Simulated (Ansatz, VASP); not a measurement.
## Al2Pt: VASP beside Ansatz

INCAR

```
SYSTEM = Al2Pt
PREC = Accurate
ENCUT = 520
EDIFF = 1E-6
ISMEAR = -1
SIGMA = 0.05
LREAL = .FALSE.
LASPH = .TRUE.
NELM = 100
ALGO = Fast
ISIF = 2
LWAVE = .FALSE.
LCHARG = .FALSE.
GGA = PE
NBANDS = 15
```

Contents of KPOINTS:

```
Automatic mesh
0
G
  8 8 8
  0 0 0
```

The input POSCAR:

```
Al2Pt
1.0
    0.0000000000      2.9550000000      2.9550000000
    2.9550000000      0.0000000000      2.9550000000
    2.9550000000      2.9550000000      0.0000000000
Pt Al
1 2
Direct
    0.0117280000     -0.0150500000     -0.0056400000
    0.7540240000      0.7533590000      0.7435730000
    0.2510320000      0.2488130000      0.2564700000
```

The input input.yaml:

```yaml
crystal:
  lattice:
    - [0.0, 2.955, 2.955]
    - [2.955, 0.0, 2.955]
    - [2.955, 2.955, 0.0]
  atoms:
    - { symbol: Pt, position: [0.011728, -0.01505, -0.00564] }
    - { symbol: Al, position: [0.754024, 0.753359, 0.743573] }
    - { symbol: Al, position: [0.251032, 0.248813, 0.25647] }
hamiltonian:
  xc: pbe
  pseudopotentials: { kind: paw }
kpoints:
  mp_grid: { grid: [8, 8, 8] }
scf:
  occupations: { method: fermi_dirac, width: 0.05 }
output:
  forces: true
  stress: true
  eigenvalues: true
  write_density: true
  write_potential: true
  elf: true
  volumetric_format: npy
```

Change from the starting cell: atoms moved at random, drawn with an rms of 0.05 Å.

Alike in both runs: task single point; functional PBE; k mesh 8 × 8 × 8; occupations fermi-dirac, width 0.05 eV; no spin polarisation.

|  | VASP | Ansatz |
| --- | --- | --- |
| version | VASP 6.6.1 | Ansatz 0.2.0 |
| potentials or method | VASP PAW PBE potentials, release 64 (Pt, Al) | Ansatz PAW |
| plane-wave cutoff (eV) | 520 | 420 |
| valence electrons in the cell | 16 | 24 |

```tsv
	VASP	Ansatz	Ansatz less VASP
gap on the k mesh at the Fermi level (eV)	none	none	-
pressure (GPa)	2.6	2.8	+0.13
largest component of the traceless stress (GPa)	0.67	0.67	-0.002
rms of the force components (eV/Å)	0.250	0.250	-0.0004
```

Atom by atom the forces differ by 0.000 eV/Å (rms over components). A gap of «none» marks a metal or a gap that the smearing closes. The two sets of potentials don't hold the same shells in valence.

Spin-orbit coupling is left out, which matters for the levels of Pt.
